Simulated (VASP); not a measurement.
## NaCl in VASP 6.6.1, single-point calculation

INCAR

```
NSW = 0
LWAVE = .FALSE.
IBRION = -1
PREC = Accurate
NBANDS = 14
LREAL = .FALSE.
ENCUT = 520
GGA = PE
EDIFF = 1E-7
ISMEAR = -1
NELM = 72
SIGMA = 0.02
ISIF = 2
LASPH = .TRUE.
LCHARG = .FALSE.
```

KPOINTS

```
KPOINTS created by Atomic Simulation Environment
0
Gamma
4 4 4
0 0 0
```

POSCAR

```
Na Cl
 1.0000000000000000
     0.0000000000000000    5.0844800000000001    5.0844800000000001
     5.0844800000000001    0.0000000000000000    5.0844800000000001
     5.0844800000000001    5.0844800000000001    0.0000000000000000
 Na  Cl
   1   1
Cartesian
  0.0000000000000000  0.0000000000000000  0.0000000000000000
  5.0844799999999992  5.0844799999999992  5.0844799999999992
```

The recommended PBE PAW datasets give the neutral cell 14 valence electrons.

Command

```
mpirun -np 1 vasp_std
```

**Question.** Predict the outcome of this run.

**Answer.** It converged. Results: gap between bands v and c on the k mesh 1.54 eV; least direct gap on the k mesh 1.54 eV; pressure -1.0 GPa. Band v is the last that the valence electrons fill when counted band by band, and c is the next.

OSZICAR

```
N       E                     dE             d eps       ncg     rms          rms(c)
DAV:   1     0.531784868975E+02    0.53178E+02   -0.54563E+03   280   0.659E+02
DAV:   2     0.556140661789E+01   -0.47617E+02   -0.43040E+02   320   0.132E+02
DAV:   3    -0.557742263162E+01   -0.11139E+02   -0.11047E+02   286   0.470E+01
DAV:   4    -0.594120247160E+01   -0.36378E+00   -0.36365E+00   260   0.987E+00
DAV:   5    -0.594875288553E+01   -0.75504E-02   -0.75499E-02   296   0.156E+00    0.333E+00
DAV:   6    -0.446965742721E+01    0.14791E+01   -0.17848E+00   260   0.474E+00    0.235E+00
DAV:   7    -0.392547318978E+01    0.54418E+00   -0.84572E-01   248   0.271E+00    0.159E+00
DAV:   8    -0.382444791571E+01    0.10103E+00   -0.10608E-01   242   0.160E+00    0.675E-01
DAV:   9    -0.384208830870E+01   -0.17640E-01   -0.23250E-01   236   0.130E+00    0.635E-01
DAV:  10    -0.383783290475E+01    0.42554E-02   -0.19470E-01   230   0.124E+00    0.274E-01
DAV:  11    -0.384276125926E+01   -0.49284E-02   -0.11987E-01   224   0.105E+00    0.322E-01
DAV:  12    -0.383454919767E+01    0.82121E-02   -0.20787E-02   236   0.470E-01    0.886E-02
DAV:  13    -0.383383675732E+01    0.71244E-03   -0.61451E-03   254   0.219E-01    0.417E-02
DAV:  14    -0.383377802151E+01    0.58736E-04   -0.31588E-04   248   0.625E-02    0.400E-03
DAV:  15    -0.383378434821E+01   -0.63267E-05   -0.43284E-05   248   0.235E-02    0.132E-02
DAV:  16    -0.383377680346E+01    0.75447E-05   -0.17961E-05   284   0.126E-02    0.312E-03
DAV:  17    -0.383377664975E+01    0.15371E-06   -0.98872E-07   278   0.350E-03    0.273E-03
DAV:  18    -0.383377672840E+01   -0.78652E-07   -0.57689E-08   260   0.187E-03
   1 F= -.38337767E+01 E0= -.38337767E+01  d E =-.133584E-11
```

These settings aren't sound, so the numbers aren't properties of the crystal.

The fault: cell typed in bohr.

On sound settings PBE gives a gap of 5.71 eV on its mesh and a pressure of 6.0 GPa for the intended cell.
